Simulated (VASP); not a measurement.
Write the native input for VASP 6.6.1 that does the following.

```
Task                               : single point
Functional                         : PBE0
Potentials or basis                : VASP PAW PBE potentials, release 64 (Cd, O)
Cutoff                             : 520 eV
k mesh                             : 8 × 8 × 8
Occupations                        : fermi-dirac, width 0.05 eV
Spin                               : no spin polarisation
Grid for exact exchange (PRECFOCK) : Fast
Exchange at q = 0                  : truncated
Further INCAR settings             : ALGO = Normal; EDIFF = 1e-07; NBANDS = 16
```

The system is CdO.

```
Cd O
1.0
     0.00000    2.10550    2.10550
     2.10550    0.00000    2.10550
     2.10550    2.10550    0.00000
Cd O
1 1
Direct
  0.00000 0.00000 0.00000
  0.50000 0.50000 0.50000
```

The cell was built by a generator and isn't the measured one.

One way to write it, as run:

POSCAR

```
CdO
1.0
    0.0000000000      2.1055000000      2.1055000000
    2.1055000000      0.0000000000      2.1055000000
    2.1055000000      2.1055000000      0.0000000000
Cd O
1 1
Direct
    0.0000000000      0.0000000000      0.0000000000
    0.5000000000      0.5000000000      0.5000000000
```

INCAR.step1

```
PREC     = Accurate       # precision mode
ENCUT    = 520            # plane-wave cutoff, eV
EDIFF    = 1E-5           # SCF threshold, eV
ISMEAR   = -1             # smearing method
SIGMA    = 0.05           # smearing width, eV
LREAL    = False          # projectors in reciprocal space
LASPH    = True           # aspherical terms in the spheres
NELM     = 60             # most SCF steps
ALGO     = Normal         # electronic algorithm
ISIF     = 2              # what is computed and relaxed
LWAVE    = True           # write WAVECAR
LCHARG   = False          # write CHGCAR
NBANDS   = 16             # bands
GGA      = PE             # functional
```

INCAR.step2

```
PREC     = Accurate       # precision mode
ENCUT    = 520            # plane-wave cutoff, eV
EDIFF    = 1E-7           # SCF threshold, eV
ISMEAR   = -1             # smearing method
SIGMA    = 0.05           # smearing width, eV
LREAL    = False          # projectors in reciprocal space
LASPH    = True           # aspherical terms in the spheres
NELM     = 60             # most SCF steps
ALGO     = Normal         # electronic algorithm
ISIF     = 2              # what is computed and relaxed
LWAVE    = False          # write WAVECAR
LCHARG   = False          # write CHGCAR
GGA      = PE             # functional
LHFCALC  = True           # exact exchange
AEXX     = 0.25           # exact-exchange fraction
PRECFOCK = Fast         
HFRCUT   = -1           
NBANDS   = 16             # bands
ISTART   = 1
```

KPOINTS

```
Automatic mesh
0
Gamma
  8 8 8
```

Potentials or basis: VASP PAW PBE potentials, release 64 (Cd, O).

Run with:

```console
$ cat potpaw_PBE.64/Cd/POTCAR potpaw_PBE.64/O/POTCAR > POTCAR
$ cp INCAR.step1 INCAR
$ mpirun -np 1 vasp_std > vasp.out
$ cp INCAR.step2 INCAR
$ mpirun -np 1 vasp_std > vasp.out
```

It gave:

The pressure is 114.0 GPa and the band gap on the k mesh is 2.53 eV, indirect (least direct gap 5.76 eV).

Caveat: a pressure of tens of GPa on the cell as given is suspect, and the run, the potentials or the cell itself is likely at fault; the PAW data sets were made with another functional, which shifts forces and pressure a little.

Wall time 70 min on 1 thread of AMD EPYC 7R13 Processor (Zen 3), with other jobs on the host, peak memory 0.13 GiB.
